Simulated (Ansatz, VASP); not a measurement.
## One calculation of Te, two programs

```
Te
1.0
     2.27488    1.31340    1.82444
    -2.27488    1.31340    1.82444
     0.00000   -2.62680    1.82444
Te
1
Direct
  0.50000 0.50000 0.50000
```

Alike in both runs: functional PBE; k mesh 15 × 15 × 15; occupations gaussian, width 0.1 eV; no spin polarisation.

Ansatz relaxed the structure, and its values are those at the end. VASP's run is a single point on that final structure, the one shown.

|  | VASP | Ansatz |
| --- | --- | --- |
| version | VASP 6.6.1 | Ansatz 0.2.0 |
| potentials or method | VASP PAW PBE potentials, release 64 (Te) | scalar-relativistic, plane waves, PAW |
| plane-wave cutoff (eV) | 520 | 420 |
| valence electrons in the cell | 6 | 16 |

|  | VASP | Ansatz | Ansatz less VASP |
| --- | --- | --- | --- |
| gap on the k mesh at the Fermi level (eV) | none | none | - |
| pressure (GPa) | 0.0 | 0.0 | +0.05 |

A gap of «none» marks a metal or a gap that the smearing closes. The functional is the same, so the differences come from potentials, cutoffs and numerics. The two sets of potentials don't hold the same shells in valence.

The runs have no spin-orbit coupling, so splittings on Te are missing.
